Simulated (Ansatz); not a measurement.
**Uniaxial strain in CdTe**

Cell: an entry of the Crystallography Open Database (COD), whose atoms a relaxation with PBE at fixed cell left in place.

```
CELL_PARAMETERS angstrom
0.00000 3.14000 3.14000
3.14000 0.00000 3.14000
3.14000 3.14000 0.00000
ATOMIC_POSITIONS crystal
Cd 0.00000 0.00000 0.00000
Te 0.25000 0.25000 0.25000
```

Atom numbers follow the list; atoms alike are taken as one site, whose name carries the number of the first.

Computed with Ansatz: DFT, PBE, plane waves and PAW, scalar-relativistic, 420 eV cutoff, Γ-centred 12×12×12 k-points, Fermi–Dirac smearing 0.02 eV.

The cell is stretched along z (the third Cartesian axis of the run's cell), x and y held, and the ions relax again each time. Tension counts as positive.

```
strain along z (%)  stress along z (GPa)  stress along x (GPa)  gap on the k-mesh (eV)
                -3                 -10.4                 -10.2                    1.09
                -2                  -9.6                  -9.5                    1.08
                -1                     ?                     ?                       ?
                 0                  -8.0                  -8.0                    1.06
                +1                  -7.3                  -7.4                    1.02
                +2                  -6.5                  -6.8                    0.98
                +3                  -5.8                  -6.2                    0.93
```

Problem. Estimate the row at -1 % from the others.

Solution. stress along z (GPa): -8.8; stress along x (GPa): -8.7; gap on the k-mesh (eV): 1.07. Worked: parabolas through the other 6 rows give -8.8 and -8.7 GPa at -1 %. Their slopes at zero strain are 77 GPa (C₁₁) and 67 GPa (C₁₂). They hold at this cell, where the calculated pressure is 8.0 GPa. The gap follows one line under compression (-8 meV per per cent of strain) and another under tension (-44), as when strain splits band edges that were equal; the line on its own side gives 1.07 eV for the withheld row.

PBE gaps are too small, by a third to a half in many semiconductors; their changes with strain are better.

All values belong to this cell and structure model.
